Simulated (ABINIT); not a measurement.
Ni:

```xyz
2
Lattice="2.4480 0.0000 0.0000 -1.2240 2.1201 0.0000 0.0000 0.0000 4.0728" Properties=species:S:1:pos:R:3 pbc="T T T"
Ni    1.2240    0.7067    3.0546
Ni    0.0000    1.4134    1.0182
```

This isn't the form of Ni at room conditions, which is fcc.

Program: ABINIT 10.8.3 (patched build). Alike in all runs: task single point; potentials or basis JTH PAW PBE v2.0; spin collinear, ferromagnetic start; cell as given; k mesh 8 × 8 × 5; cutoff (eV) 1333; smearing fermi-dirac 0.05 eV; the mesh is coarse, so values aren't converged.

Problem. Order these runs on this cell by their pressure, lowest first.
A. level PW91
B. level RPBE
C. level LDA
D. level revPBE
E. level BLYP

Solution. C (-10.0 GPa), A (7.6 GPa), D (12.0 GPa), B (13.5 GPa), E (18.0 GPa).

Caveats: all runs use coarse meshes; the PAW data sets were made with another functional, which shifts forces and pressure a little.
